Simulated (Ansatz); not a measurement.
CuCl2:

```
Cu Cl
1.0
    -2.25486    2.25486    6.85990
     2.25486   -2.25486    6.85990
     2.25486    2.25486   -6.85990
Cu Cl
1 2
Direct
  0.00000 0.00000 0.00000
  0.00000 0.50000 0.50000
  0.50000 0.00000 0.50000
```

Measurements of this composition are mostly on another form, of space group No. 12.

Below is the output of Ansatz 0.2.0 for this cell. Logs are shortened: lines on timing, memory, paths and dates and some standing lists are left out, and cuts for length are marked.

```text
Warning: RAYON_NUM_THREADS=2 ignored (pool sized by the plan → 2); use --threads N
basis.fft_grid_basis auto: the FFT boxes are laid along the combinations [[1, 0, 1], [0, 1, 1], [0, 0, 1]] of the cell's own vectors, 4.510, 4.510 and 7.565 Å long. The dense box has 36×36×60 points. Along the cell's own vectors, as sized, it would have 60×60×60, 2.78 times as many. Of the 16 symmetry operations that the crystal satisfies within crystal.symmetry.tolerance (time reversal apart; of a slab, those that keep its plane) the dense box along the cell's own vectors carries 16, and the one as laid loses 12 of those. basis.fft_grid_basis: typed keeps the cell's own vectors: state it where this run's energies or levels are differenced outside the engine with another run's, or held beside a run that keeps those vectors.
Cu: projections on atomic orbitals take those of the free atom [Ne] 3s2 3p6 3d10 4s1, of charge +0.00 (hamiltonian.pseudopotentials.projection_atoms); the dataset's partial waves leave at most 2.0e-6 of an orbital's norm unspanned inside its sphere
Cl: projections on atomic orbitals take those of the free atom [Ne] 3s2 3p5, of charge +0.00 (hamiltonian.pseudopotentials.projection_atoms); the dataset's partial waves leave at most 2.1e-7 of an orbital's norm unspanned inside its sphere
Engine: ansatz 0.2.0, aarch64-unknown-linux-gnu
Pseudopotentials: kind: paw
Pseudopotential: Cu, paw, valence charge 19, recommended cutoff 500 eV (meta_gga), Cu.paw.azcp
Pseudopotential: Cl, paw, valence charge 7, recommended cutoff 500 eV (meta_gga), Cl.paw.azcp
Functional definition: r2SCAN
  parameter k0 = 0.174
  parameter k1 = 0.065
  parameter a1 = 4.9479
  exchange = r2scan_x(k0 = k0, k1 = k1, a1 = a1)
  correlation = r2scan_c
Crystal: 3 atoms, lattice volume = 139.514 Å³
Basis set: ecut = 500 eV, 3509 PW (Γ), FFT grids on a1+a3, a2+a3, a3, exchange–correlation on 144×144×240 points (64 copies of the dense FFT grid, shifted against one another)
Bands: 21, of which v1, the nominal top of the filled ones, is band 17 counted from 1 (16 counted from 0)
Symmetry: 16 space group operations
Space group: I4/mmm (ITA 139), of the structure as read, at distance tolerance 5.2e-5 Å
k-points: 59 of 512
Non-local potential: Cu, projectors of the file, l = 0: 3, l = 1: 2, l = 2: 3, l = 3: 1
Non-local potential: Cl, projectors of the file, l = 0: 2, l = 1: 2, l = 2: 2
PAW form: soft (Blöchl's): semilocal exchange-correlation on the pseudo side does not see the compensation charge
[... 75 lines left out ...]
  E_hubbard    = 0.962967  (on-site DFT+U / exact-exchange correction)
  E_vhub       = -36.997393  (the Hubbard potential's part of the band-sum identity)
  E_paw        = -3023.472477  (= ΣΔE_a)
  E_vpaw       = -504.626710  (= ΣTr[D̂ρ^β])
  E_aug_tail   = 0.000209  (compensation charges beyond the density's cutoff)
  E_vtau       = 22.829302  (kinetic-family band-sum trace: ∫τ·v_τ [+ j·A + Jᵃ·Aᵃ] dr)
  E_ewald      = -1320.136390
  E_core_change = -0.573922  (= ΣΔE_core)
  E_smearing   = -0.007218  (= −TS)
  E_closure    = 0.000000  (closes the sum)
  Σ components = -8798.366337   (vs F -8798.366337, Δ=0.00e0)
--- Forces (eV/Å), atoms counted from 1 ---
  atom   1  Cu     0.00000000     0.00000000     0.00000000
  atom   2  Cl    -0.00000000     0.00000000     0.00000000
  atom   3  Cl    -0.00000000     0.00000000     0.00000000
  max |Σ_I F_I| component: 2.28e-29 eV/Å
--- Stress (GPa, compression-positive) ---
        0.004101      -0.000000       0.000000
       -0.000000       0.004101       0.000000
        0.000000       0.000000      -0.010344
  P = ⅓ Tr σ = -0.0007 GPa (-0.007 kbar)
--- Band table (eV; the first three rows and the last of 59) ---
  k-point 0: bands = ["-116.1899", "-72.1591", "-72.1591", "-71.8613", "-17.5743", "-16.5573", "-6.9816", "-6.6425", "-6.6425", "-6.3094", "-6.0501", "-6.0501", "-5.3698", "-4.6590", "-3.3576", "-3.0337", "-3.0337", "1.8326", "4.2648", "6.4879", "7.3489"]
  k-point 1: bands = ["-116.1899", "-72.1592", "-72.1592", "-71.8613", "-17.4746", "-16.5971", "-7.1071", "-6.7389", "-6.7050", "-6.6881", "-6.6265", "-5.8216", "-4.5695", "-4.4664", "-3.4225", "-3.3517", "-2.8141", "2.4501", "4.5425", "6.0516", "7.7828"]
  k-point 2: bands = ["-116.1899", "-72.1592", "-72.1592", "-71.8613", "-17.2174", "-16.6875", "-7.5968", "-7.2668", "-7.2311", "-6.8227", "-6.7956", "-5.6791", "-4.0073", "-3.9851", "-3.3883", "-3.3374", "-2.2005", "3.7963", "5.0653", "5.3965", "7.5224"]
  k-point 58: bands = ["-116.1899", "-72.1591", "-72.1591", "-71.8613", "-17.5739", "-16.5574", "-6.9816", "-6.6423", "-6.6423", "-6.3072", "-6.0504", "-6.0504", "-5.3696", "-4.6739", "-3.3552", "-3.0337", "-3.0337", "1.9222", "4.5644", "5.7559", "8.1433"]
Occupation matrices written to <dir>
--- Relaxed structure (3 steps of the walk, 3 accepted, 1 SCFs on fresh bases) ---
  F+E_penalty+E_count = -8798.36633678 eV   max|allowed force component| = 1.923e-29 eV/Å   (the final SCF, on the basis selected at the relaxed cell)
  cell:  # Å, volume = 140.3622 Å³
    - [-2.2629297955248333, 2.2629297955248333, 6.852485334930166]
    - [2.2629297955248333, -2.2629297955248333, 6.852485334930166]
    - [2.2629297955248333, 2.2629297955248333, -6.852485334930166]
  atoms:
    - { symbol: Cu, position: [-6.983463892300973e-38, -5.0947790229045855e-37, -5.793125412060208e-37] }
    - { symbol: Cl, position: [5.022423121620734e-36, 0.5, 0.5] }
    - { symbol: Cl, position: [0.5, 6.127580860621208e-36, 0.5] }
```

Q: What input gives this log?

A: Relaxation of cell and atoms with r2SCAN+U, no spin polarisation. The files as run (others can give the same):

input.yaml
```yaml
crystal:
  lattice:
    - [-2.254859, 2.254859, 6.859903]
    - [2.254859, -2.254859, 6.859903]
    - [2.254859, 2.254859, -6.859903]
  atoms:
    - { symbol: Cu, position: [0.0, 0.0, 0.0] }
    - { symbol: Cl, position: [0.0, 0.5, 0.5] }
    - { symbol: Cl, position: [0.5, 0.0, 0.5] }
hamiltonian:
  xc: r2scan
  pseudopotentials: { kind: paw }
  hubbard: { sites: [{ species: Cu, l: d, u_eff: 8.0 }] }
kpoints:
  mp_grid: { grid: [8, 8, 8] }
scf:
  occupations: { method: fermi_dirac, width: 0.05 }
output:
  forces: true
  stress: true
  eigenvalues: true
relax:
  f_tol: 0.01
  max_steps: 40
  cell: { stress_tol: 0.05 }
```

Potentials or basis: Ansatz PAW.
The run is started by
```sh
$ ansatz run input.yaml --threads 2 --pin off --max-ram 5632MiB --backend cpu --events-out ev --progress --plain --runs-dir out
```

Caveat: the plane-wave basis is chosen anew once the cell has moved, so the energies of steps on either side of that aren't comparable; an odd number of electrons without spin polarisation forces a metal; a magnetic or distorted state may lie lower; the run has no spin polarisation, though such a crystal can be magnetic; U without spin polarisation on a metal has little footing; the PAW data sets come from PBE, with cores solved anew for the run's functional, which leaves a small shift of forces and pressure.
